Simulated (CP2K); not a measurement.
Crystal: MgO.

```
Mg O
1.0
     2.96561    0.00000    0.00000
     1.48280    2.56829    0.00000
     1.48280    0.85610    2.42141
Mg O
1 1
Direct
  0.00000 0.00000 0.00000
  0.50000 0.50000 0.50000
```

The cell is a database's computed one.

Program: CP2K 2026.2. Alike in all runs: task band structure; potentials or basis POTENTIAL_UZH Mg GTH-PBE-q10, O GTH-PBE-q6; TZVP-MOLOPT-PBE-GTH basis; no spin polarisation; cell as given; k mesh 11 × 11 × 11; smearing fermi-dirac 0.05 eV.

Task: Order these runs on this cell by their pressure, lowest first.
A. level rev-vdW-DF2; cutoff of the non-local correlation (Ry) 300
B. level LDA
C. level vdW-DF2; cutoff of the non-local correlation (Ry) 300

Result: B (1.8 GPa), A (8.3 GPa), C (13.8 GPa).

Caveats: the potentials were made for another functional, which shifts forces and pressure; the basis of atomic orbitals isn't converged, which shifts pressures, moduli and gaps; the real-space grid breaks the cell's symmetry a little (some runs).

Runs at the PBE level aren't shown here.
